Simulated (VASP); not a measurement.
**ZnS: optical spectrum with PBE**

**The experiment to reproduce.**

“Electronic, vibrational, and thermodynamic properties of ZnS (zincblende and rocksalt structure)”, 2009, arxiv:0911.5022 quotes, for a bulk crystal of ZnS at 19 K: band gap 3.85 eV (direct).

Crystal: ZnS.

```
Zn S
1.0
     0.00000    2.70200    2.70200
     2.70200    0.00000    2.70200
     2.70200    2.70200    0.00000
Zn S
1 1
Direct
  0.75000 0.75000 0.75000
  0.00000 0.00000 0.00000
```

```
Program                : VASP 6.6.1
Task                   : optical spectrum
Functional             : PBE
Potentials or basis    : VASP PAW PBE potentials, release 64 (Zn, S)
Cutoff                 : 520 eV
k mesh                 : 9 × 9 × 9
Occupations            : gaussian, width 0.02 eV
Spin                   : no spin polarisation
Further INCAR settings : ALGO = Normal; EDIFF = 1e-06; NBANDS = 33
```

```json
{"Pressure": "1.8 GPa", "Band gap on the k mesh": "2.11 eV, direct"}
```

Levels at points of the mesh, in eV from the valence-band top:
```csv
k point,band 6,band 7,band 8,band 9,band 10,band 11,band 12,band 13
"(0.00, 0.00, 0.00)",-5.84,0.00,0.00,0.00,2.11,6.40,6.40,6.40
```

Dielectric function (mean over the directions given):
| energy (eV) | real part | imaginary part |
| --- | --- | --- |
| 0.26 | 6.32 | 0.00 |
| 1.25 | 6.64 | 0.00 |
| 2.30 | 6.95 | 0.00 |
| 3.35 | 9.29 | 0.00 |
| 4.40 | 10.94 | 8.45 |
| 5.38 | 9.86 | 3.76 |
| 6.43 | 3.30 | 10.30 |
| 7.48 | -0.57 | 10.99 |
| 8.53 | -2.60 | 9.28 |
| 9.58 | -2.18 | 2.72 |
| 10.56 | -1.28 | 2.67 |
| 11.61 | -1.13 | 2.30 |
| 12.66 | -1.28 | 0.96 |
| 13.71 | -0.82 | 1.19 |
| 14.76 | -0.46 | 0.45 |
| 15.75 | -0.40 | 0.48 |
| 16.80 | -0.07 | 0.52 |
| 17.85 | 0.11 | 0.35 |
| 18.90 | 0.26 | 0.35 |
| 19.95 | 0.01 | 0.17 |

Run time: 34 s on 1 thread of Intel(R) Xeon(R) Platinum 8488C (Sapphire Rapids), on a shared host, peak memory 0.2 GiB.

Measured gap of ZnS: 3.85 eV (direct; 19 K; quoted in “Electronic, vibrational, and thermodynamic properties of ZnS (zincblende and rocksalt structure)”, 2009, arxiv:0911.5022). This calculation gives 2.11 eV (-1.74 eV). The value is that of PBE, without temperature or zero-point motion. Semilocal functionals fall short of measured gaps as a rule.

Caveat: spectra need much finer meshes, so this one isn't converged; independent-particle spectra lack excitons.
